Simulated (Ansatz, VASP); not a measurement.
**Tl in VASP and in Ansatz**

```
CELL_PARAMETERS angstrom
3.77827 0.00000 0.00000
-1.88914 3.27208 0.00000
0.00000 0.00000 5.76077
ATOMIC_POSITIONS crystal
Tl 0.33333 0.66667 0.25000
Tl 0.66667 0.33333 0.75000
```

Alike in both runs: functional BLYP; k mesh 11 × 11 × 6; occupations fermi-dirac, width 0.1 eV; no spin polarisation.

Ansatz relaxed the structure, and its values are those at the end. VASP's run is a single point on that final structure, the one shown.

|  | VASP | Ansatz |
| --- | --- | --- |
| version | VASP 6.6.1 | Ansatz 0.2.0 |
| potentials or method | VASP PAW PBE potentials, release 64 (Tl_d) | plane waves (420 eV) with PAW, scalar-relativistic |
| plane-wave cutoff (eV) | 520 | 420 |
| valence electrons in the cell | 26 | 26 |

|  | VASP | Ansatz | Ansatz less VASP |
| --- | --- | --- | --- |
| pressure (GPa) | 0.0 | 0.0 | -0.01 |

Caveats: the PAW data sets were made with another functional, which shifts forces and pressure a little (VASP). Spin-orbit coupling is left out, which matters for the levels of Tl.
